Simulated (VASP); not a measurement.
# Ag (P6_3/mmc) in VASP: single point with LDA

Aim: the single point of Ag with LDA.

All numbers are computed with VASP 6.6.1; they aren't measurements. Logs are shortened: lines on timing, memory, paths and dates and some standing lists are left out, and cuts for length are marked.

## (1) The structure

Symmetry: P6_3/mmc, No. 194, hexagonal system. Conventional cell: a = 2.965 Å, b = 2.965 Å, c = 4.846 Å, α = 90.00°, β = 90.00°, γ = 120.00°. Ag (site symmetry -6m2) has 12 Ag at 2.96 to 2.97 Å as nearest neighbours.

This isn't the form of Ag at room conditions, which is fcc.

## (2) Single point, LDA

Input file INCAR:

```
PREC = Accurate
ENCUT = 520
EDIFF = 1E-6
ISMEAR = -1
SIGMA = 0.1
LREAL = F
LASPH = T
NELM = 80
ALGO = Fast
ISIF = 2
LWAVE = F
LCHARG = F
GGA = CA
NBANDS = 18
```

Input file KPOINTS:

```
regular mesh
0
Gamma
  13 13 7
```

Input file POSCAR:

```
Ag
1.0
    2.9645157800      0.0000000000      0.0000000000
   -1.4822578900      2.5673414900      0.0000000000
    0.0000000000      0.0000000000      4.8464268100
Ag
2
Direct
    0.3333000000      0.6667000000      0.2500000000
    0.6666000000      0.3333000000      0.7500000000
```

Potentials or basis: VASP PAW LDA potentials, release 64 (Ag).

Command:

```
cat potpaw_LDA.64/Ag/POTCAR > POTCAR
mpirun -np 1 vasp_std > vasp.out
```

OUTCAR:

```text
PREC = Accurate
   ENCUT = 520
   EDIFF = 1E-6
   ISMEAR = -1
   LREAL = F
   LASPH = T
   NELM = 80
   ISIF = 2
   GGA = CA

 ion  position               nearest neighbor table
   1  0.333  0.667  0.250-   2 2.97   2 2.97   2 2.97   2 2.97   2 2.97   2 2.97
   2  0.667  0.333  0.750-   1 2.97   1 2.97   1 2.97   1 2.97   1 2.97   1 2.97

  LATTYP: Found a hexagonal cell.
 ALAT       =     2.9645157800
 C/A-ratio  =     1.6348122829

  Lattice vectors:

 A1 = (   2.9645157800,   0.0000000000,   0.0000000000)
 A2 = (  -1.4822578900,   2.5673414900,   0.0000000000)
 A3 = (   0.0000000000,   0.0000000000,   4.8464268100)

Analysis of symmetry for initial positions (statically):
=====================================================================
 Subroutine PRICEL returns:
 Original cell was already a primitive cell.

 Routine SETGRP: Setting up the symmetry group for a
 hexagonal supercell.

 Subroutine GETGRP returns: Found  8 space group operations
 (whereof  2 operations were pure point group operations)
 out of a pool of 24 trial point group operations.

The static configuration has the point symmetry C_2 .
 The point group associated with its full space group is D_2h.

Analysis of symmetry for dynamics (positions and initial velocities):
=====================================================================
 Subroutine PRICEL returns:
 Original cell was already a primitive cell.

 Routine SETGRP: Setting up the symmetry group for a
 hexagonal supercell.

 Subroutine GETGRP returns: Found  8 space group operations
 (whereof  2 operations were pure point group operations)
 out of a pool of 24 trial point group operations.

The dynamic configuration has the point symmetry C_2 .
 The point group associated with its full space group is D_2h.

 Subroutine INISYM returns: Found  8 space group operations
 (whereof  2 operations are pure point group operations),
 and found     1 'primitive' translations

----------------------------------------------------------------------------------------

                                     Primitive cell

  volume of cell :      36.8858

  direct lattice vectors                    reciprocal lattice vectors
     2.964515780  0.000000000  0.000000000     0.337323217  0.194753990  0.000000000
    -1.482257890  2.567341490  0.000000000     0.000000000  0.389507981  0.000000000
     0.000000000  0.000000000  4.846426810     0.000000000  0.000000000  0.206337584

  length of vectors
     2.964515780  2.964511896  4.846426810     0.389507470  0.389507981  0.206337584

  position of ions in fractional coordinates (direct lattice)
     0.333300000  0.666700000  0.250000000
     0.666600000  0.333300000  0.750000000

  ion indices of the primitive-cell ions
   primitive index   ion index
                 1           1
                 2           2

----------------------------------------------------------------------------------------

 KPOINTS: regular mesh

Automatic generation of k-mesh.
 Grid dimensions read from file:
 generate k-points for:   13   13    7

 Generating k-lattice:

  Cartesian coordinates                     Fractional coordinates (reciprocal lattice)
     0.025947940  0.014981076  0.000000000     0.076923077  0.000000000  0.000000000
     0.000000000  0.029962152  0.000000000     0.000000000  0.076923077  0.000000000
     0.000000000  0.000000000  0.029476798     0.000000000  0.000000000  0.142857143

  Length of vectors
     0.029962113  0.029962152  0.029476798

  Shift w.r.t. Gamma in fractional coordinates (k-lattice)
     0.000000000  0.000000000  0.000000000

 Subroutine IBZKPT returns following result:
 ===========================================

 Found    196 irreducible k-points:

 Following reciprocal coordinates:
            Coordinates               Weight
  0.000000  0.000000  0.000000      1.000000
  0.076923 -0.000000  0.000000      4.000000
  0.000000  0.076923  0.000000      2.000000
  0.153846 -0.000000  0.000000      4.000000
  0.000000  0.153846  0.000000      2.000000
  0.230769 -0.000000  0.000000      4.000000
[... 16 lines left out ...]
 -0.076923  0.384615  0.000000      4.000000
 -0.384615  0.307692  0.000000      4.000000
 [... further k-points ...]
   k-points           NKPTS =    196   k-points in BZ     NKDIM =    196   number of bands    NBANDS=     18
   number of dos      NEDOS =    301   number of ions     NIONS =      2
   total plane-waves  NPLWV =  20736
   dimension x,y,z NGX =    24 NGY =   24 NGZ =   36
   dimension x,y,z NGXF=    48 NGYF=   48 NGZF=   72
   ions per type =               2
   NGX,Y,Z   is equivalent  to a cutoff of  13.46, 13.46, 12.35 a.u.
   NGXF,Y,Z  is equivalent  to a cutoff of  26.92, 26.92, 24.70 a.u.
 SYSTEM =  unknown system
   PREC   = accura    normal or accurate (medium, high low for compatibility)
   ISTART =      0    job   : 0-new  1-cont  2-samecut
   ICHARG =      2    charge: 1-file 2-atom 10-const
   ISPIN  =      1    spin polarized calculation?
   LNONCOLLINEAR =      F non collinear calculations
   LSORBIT =      F    spin-orbit coupling
   LASPH  =      T    aspherical Exc in radial PAW
   ENCUT  =  520.0 eV  38.22 Ry    6.18 a.u.   5.51  5.51  9.01*2*pi/ulx,y,z
   NELM   =     80;   NELMIN=  2; NELMDL= -5     # of ELM steps
   EDIFF  = 0.1E-05   stopping-criterion for ELM
   LREAL  =      F    real-space projection
   EDIFFG = 0.1E-04   stopping-criterion for IOM
   NSW    =      0    number of steps for IOM
   IBRION =     -1    ionic relax: 0-MD 1-quasi-New 2-CG
   NFREE  =      0    steps in history (QN), initial steepest desc. (CG)
   ISIF   =      2    stress and relaxation
   ISYM   =      2    0-nonsym 1-usesym 2-fastsym
   POTIM  = 0.5000    time-step for ionic-motion
   TEBEG  =    0.0;   TEEND  =   0.0 temperature during run
   PSTRESS=    0.0 pullay stress
   NELECT =      22.0000    total number of electrons
   NUPDOWN=      -1.0000    fix difference up-down
   EMIN   =  10.00;   EMAX   =-10.00  energy-range for DOS
   EFERMI =   0.00;   METHOD = LEGACY
   ISMEAR =    -1;   SIGMA  =   0.10  broadening in eV -4-tet -1-fermi 0-gaus
   EFERMI_NEDOS =   21; number of points for ismear=-14 and -15
   IALGO  =     68    algorithm
   IMIX   =      4    mixing-type and parameters
     AMIX     =   0.40;   BMIX     =  1.00
     AMIX_MAG =   1.60;   BMIX_MAG =  1.00
  volume/ion in A,a.u.               =      18.44       124.46
  Fermi-wavevector in a.u.,A,eV,Ry     =   1.378043  2.604123 25.837490  1.899002
  Thomas-Fermi vector in A             =   2.503141
   LORBIT       =      0    0 simple, 1 ext, 2 COOP (PROOUT), +10 PAW based schemes
   GGA     = CA    functional components
   LHFCALC =     F    Hartree Fock is set to
   AEXX    =    0.0000 exact exchange contribution
   IVDW    =     0    specifies the selected vdW correction
   LEPSILON=     F    determine dielectric tensor
   LRPA    =     F    only Hartree local field effects (RPA)
 non-spin polarized calculation
 RMM-DIIS sequential band-by-band and
  energy-cutoff  :      520.00
  volume of cell :       36.89
 maximum number of plane-waves:      1015
 NGX is ok and might be reduce to    24
   NGX = 11   NGY = 11   NGZ = 19

 number of electron      21.9999994 magnetization

 Free energy of the ion-electron system (eV)
  ---------------------------------------------------
  ext. energy  EPLUGINS =         0.00000000
  ---------------------------------------------------
  free energy    TOTEN  =        -7.34301028 eV

  energy without entropy =       -7.32603159  energy(sigma->0) =       -7.33452093

 E-fermi :   7.1056     XC(G=0): -12.1273

 val. band max:        7.0954174656   @ k =  -0.0769   0.3077   0.2857
 cond. band min:       7.1530465938   @ k =   0.1538  -0.0000   0.1429
 fundamental gap:      0.0576291282
 Fermi energy:         7.1055956110

 k-point     1 :       0.0000    0.0000    0.0000
  band No.  band energies     occupation
      1      -0.1790      2.00000
      2       1.1591      2.00000
      3       2.5763      2.00000
      4       2.6632      2.00000
      5       2.6633      2.00000
      6       2.8702      2.00000
[... 10 lines left out ...]
     17      24.3239      0.00000
     18      24.5852      0.00000

 k-point     2 :       0.0769   -0.0000    0.0000
  band No.  band energies     occupation
      1      -0.0249      2.00000
      2       1.2463      2.00000
      3       2.4894      2.00000
      4       2.7408      2.00000
      5       2.7450      2.00000
      6       2.8439      2.00000
[... 10 lines left out ...]
     17      24.4610      0.00000
     18      25.2014      0.00000

 k-point     3 :       0.0000    0.0769    0.0000
  band No.  band energies     occupation
      1      -0.0249      2.00000
      2       1.2463      2.00000
      3       2.4893      2.00000
      4       2.7408      2.00000
      5       2.7449      2.00000
      6       2.8440      2.00000
[... 10 lines left out ...]
     17      24.4610      0.00000
     18      25.2009      0.00000

 k-point     4 :       0.1538   -0.0000    0.0000
  band No.  band energies     occupation
      1       0.4105      2.00000
      2       1.4567      2.00000
      3       2.3632      2.00000
      4       2.7428      2.00000
      5       2.8582      2.00000
      6       2.9602      2.00000
[... 375 lines left out ...]
      4       2.6488      2.00000
      5       2.8175      2.00000
      6       2.8955      2.00000
[... 10 lines left out ...]
     17      19.6549      0.00000
     18      22.8001      0.00000

 k-point    23 :      -0.0769    0.3846    0.0000
  band No.  band energies     occupation
      1       1.4771      2.00000
      2       1.6129      2.00000
      3       1.8612      2.00000
      4       2.6489      2.00000
      5       2.8173      2.00000
      6       2.8954      2.00000
[... 10 lines left out ...]
     17      19.6546      0.00000
     18      22.8001      0.00000

 k-point    24 :      -0.3846    0.3077    0.0000
  band No.  band energies     occupation
      1       1.4771      2.00000
      2       1.6127      2.00000
      3       1.8610      2.00000
      4       2.6489      2.00000
      5       2.8175      2.00000
      6       2.8955      2.00000
[... 10 lines left out ...]
     17      19.6549      0.00000
     18      22.8001      0.00000

 [... further k-points ...]

------------------------ aborting loop because EDIFF is reached ----------------------------------------

  FORCE on cell =-STRESS in cart. coord.  units (eV):
  Direction    XX          YY          ZZ          XY          YZ          ZX
  --------------------------------------------------------------------------------------
  -------------------------------------------------------------------------------------
  Total       -3.0384609     -3.0382191     -2.7318671     -0.0000000      0.0000000      0.0000000
  in kB     -131.9791034   -131.9685997   -118.6618440     -0.0000000      0.0000000      0.0000000
  external PRESSURE =    -127.5365157 kB  Pullay stress =       0.0000000 kB

 VOLUME and BASIS-vectors are now :
 -----------------------------------------------------------------------------
  energy-cutoff  :      520.00
  volume of cell :       36.89
      direct lattice vectors                 reciprocal lattice vectors
     2.964515780  0.000000000  0.000000000     0.337323217  0.194753990  0.000000000
    -1.482257890  2.567341490  0.000000000     0.000000000  0.389507981  0.000000000
     0.000000000  0.000000000  4.846426810     0.000000000  0.000000000  0.206337584

 POSITION                                       TOTAL-FORCE (eV/Angst)
 -----------------------------------------------------------------------------------
     -0.00015      1.71165      1.21161         0.000000     -0.000099      0.000000
      1.48211      0.85569      3.63482        -0.000000      0.000099     -0.000000
 -----------------------------------------------------------------------------------
    total drift:                               -0.000001     -0.000000     -0.000000

  FREE ENERGIE OF THE ION-ELECTRON SYSTEM (eV)
  ---------------------------------------------------
  free  energy   TOTEN  =        -7.3430102763 eV

  energy  without entropy=       -7.3260315912  energy(sigma->0) =       -7.33452093
```

It took 29 s on 1 thread of Intel Xeon 6975P-C (Granite Rapids), shared host; peak memory 0.21 GiB.

Results:

```yaml
Free_energy: -7.3430 eV
Pressure: -12.8 GPa
Band_gap_on_the_k_mesh: none (metal or under the smearing width)
```

Levels at points of the mesh, in eV from the Fermi level:
| k point | band 7 | band 8 | band 9 | band 10 | band 11 | band 12 | band 13 | band 14 | band 15 | band 16 |
| --- | --- | --- | --- | --- | --- | --- | --- | --- | --- | --- |
| (0.00, 0.00, 0.00) | -4.24 | -3.92 | -3.92 | -3.02 | -3.02 | -0.24 | 3.11 | 15.44 | 17.20 | 17.22 |
